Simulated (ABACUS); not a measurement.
Crystal: Ge.

```
Ge
1.0
     0.00000    2.82891    2.82891
     2.82891    0.00000    2.82891
     2.82891    2.82891    0.00000
Ge
2
Direct
  0.75000 0.75000 0.75000
  0.50000 0.50000 0.50000
```

Base run:

* Program: ABACUS 3.10.1
* Functional: PW91
* Potentials or basis: SG15 ONCV 1.2 PBE
* Cutoff: 1075 eV
* Density cutoff: 4299 eV
* Basis: plane waves
* k mesh: 6 × 6 × 6
* Occupations: fermi-dirac, width 0.05 eV
* Spin: no spin polarisation

Its results: band gap on the k mesh none (metal or under the smearing width); pressure 3.3 GPa.

Problem. The run is repeated on the same cell with these changes: functional from PW91 to M06-L; cutoff from 1075 eV to 1238 eV; density cutoff from 4299 eV to 4952 eV; k mesh from 6 × 6 × 6 to 5 × 5 × 5. What comes out?

Solution. Band gap on the k mesh none (metal or under the smearing width); pressure 2.9 GPa.

Several settings changed at once, so the effect can't be laid on one alone.

Caveats: some runs use coarse meshes; the potentials were made for another functional, which shifts forces and pressure; this crystal is a semiconductor, whose small gap the functional closes, so the metal is an error of the method.
